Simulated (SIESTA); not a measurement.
Crystal: Sn.

```xyz
2
Lattice="0.0000 3.2333 3.2333 3.2333 0.0000 3.2333 3.2333 3.2333 0.0000" Properties=species:S:1:pos:R:3 pbc="T T T"
Sn    4.8500    4.8500    4.8500
Sn    3.2333    3.2333    3.2333
```

This isn't the form of Sn at room conditions, which is tetragonal (white tin).

Base run:

```yaml
Program: SIESTA 5.4.2
Functional: PBE
Potentials_or_basis: PseudoDojo 0.4 standard (PBE files)
Basis: SZ (energy shift 0.003 Ry)
Grid_cutoff: 500 Ry
Energy_shift: 0.003 Ry
k_mesh: 7 × 7 × 7
Occupations: fermi-dirac, width 0.05 eV
Spin: no spin polarisation
```

Its results: band gap on the k mesh none (metal or under the smearing width); pressure 6.3 GPa.

Question: The run is repeated on the same cell with these changes: basis from SZ (energy shift 0.003 Ry) to DZP (energy shift 0.003 Ry; two zetas on semicore shells). What comes out?

Answer: Band gap on the k mesh none (metal or under the smearing width); pressure 4.1 GPa.

Caveats: the basis of atomic orbitals isn't converged, which shifts pressures, moduli and gaps; the basis has no polarisation orbitals (some runs).
